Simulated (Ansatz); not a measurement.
LiF: a prediction, then the measurements

The calculation used DFT PBE, scalar-relativistic, plane waves, PAW (Ansatz 0.2.0).

Cutoff 420 eV; k points 10×10×10 on the computed 2-atom cell (Γ-centred); Gaussian smearing, width 0.02 eV; no spin polarisation.

Relaxed structure:

```cif
data_structure
_symmetry_space_group_name_H-M 'Fm-3m'
_symmetry_Int_Tables_number 225
_cell_length_a 4.0677
_cell_length_b 4.0677
_cell_length_c 4.0677
_cell_angle_alpha 90.000
_cell_angle_beta 90.000
_cell_angle_gamma 90.000
_cell_volume 67.30
loop_
_atom_site_label
_atom_site_type_symbol
_atom_site_symmetry_multiplicity
_atom_site_Wyckoff_symbol
_atom_site_fract_x
_atom_site_fract_y
_atom_site_fract_z
_atom_site_occupancy
Li1 Li 4 b 0.50000 0.00000 0.00000 1
F1 F 4 a 0.00000 0.00000 0.00000 1
```

* Space group: Fm-3m (No. 225)
* Volume per atom: 56.8 bohr³
* Formation energy from the elements' standard states (uncorrected): -2.945 eV/atom
* Kohn–Sham band gap: 8.83 eV
* Orbital (Löwdin) character of the top 1 eV of the valence band: F 2p 99 %
* Orbital (Löwdin) character of the lowest 1 eV of the conduction band: Li 2s 63 %, F 2s 24 %, unprojected 9 %
* Bulk modulus: 67 GPa
* Its pressure derivative: 4.2
* Electronic dielectric constant xx, yy, zz (independent particles): 2.1, 2.1, 2.1
* Bader charge by site (e): Li (1 in the cell) 0.90, F (1 in the cell) -0.90

**Against measurements.**

Against the measured lattice constant a of LiF, 4.0262 Å (298.15 K; a printed reference work (data compilation)), the calculated 4.068 Å is off by +1.0 %. The calculation is for 0 K without zero-point motion. Measured band gap of LiF: 14.2 eV (direct; a printed reference work (monograph)). This calculation gives 8.83 eV (-5.37 eV). Kohn–Sham gaps of semilocal functionals fall short of measured ones as a rule. Against the measured high-frequency dielectric constant of LiF, 1.93 (a printed reference work (monograph)), the calculated 2.1 is off by +7.7 %. Local fields are left out.

The cell was reached from a generator's guess, though it ends in a space group that the Crystallography Open Database lists for this formula. Löwdin shares on free-atom orbitals overweight diffuse shells in the empty bands.
